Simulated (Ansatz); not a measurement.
Space group P6_3/mmc (No. 194). a = 3.496 Å, b = 3.496 Å, c = 13.701 Å, α = 90.00°, β = 90.00°, γ = 120.00°
| atom | site | symmetry | x | y | z |
| --- | --- | --- | --- | --- | --- |
| Te | 4f | 3m. | 0.3333 | 0.6667 | 0.6173 |
| Mo | 2c | -6m2 | 0.3333 | 0.6667 | 0.2500 |

Equation of state of this Te$_{2}$Mo structure (not necessarily the ground state), with shape and atoms relaxed at each volume where symmetry leaves them free. These are results of DFT PBE+D3(BJ), scalar-relativistic, plane waves, PAW in Ansatz 0.2.0, not measurements.

Cutoff 420 eV; k points 12×12×2 on the computed 6-atom cell (Γ-centred); Gaussian smearing, width 0.02 eV; no spin polarisation.

```csv
V (Å³/atom),E − E(largest V) (meV/atom),P (GPa),gap on mesh (eV)
21.274,49.14,9.37,0.00
21.999,13.92,6.22,0.21
22.725,-8.12,3.63,0.36
23.450,-19.66,1.58,0.52
24.175,-23.04,-0.01,0.65
24.900,-20.32,-1.14,0.74
25.626,-13.31,-1.90,0.84
26.593,0.00,-2.43,0.92
```

Q: Fit a third-order Birch–Murnaghan equation to E(V).

A: V0 = 24.19 Å³/atom, B0 = 43 GPa, B0' = 9.2. B0' is unusual or poorly fixed by this range.

Spin-orbit coupling is left out, which matters for the bands of heavy elements. An atom lies near a switch of its D3 coefficient C6 between reference coordination numbers, so the dispersion energy changes steeply there and can make or shift the minimum.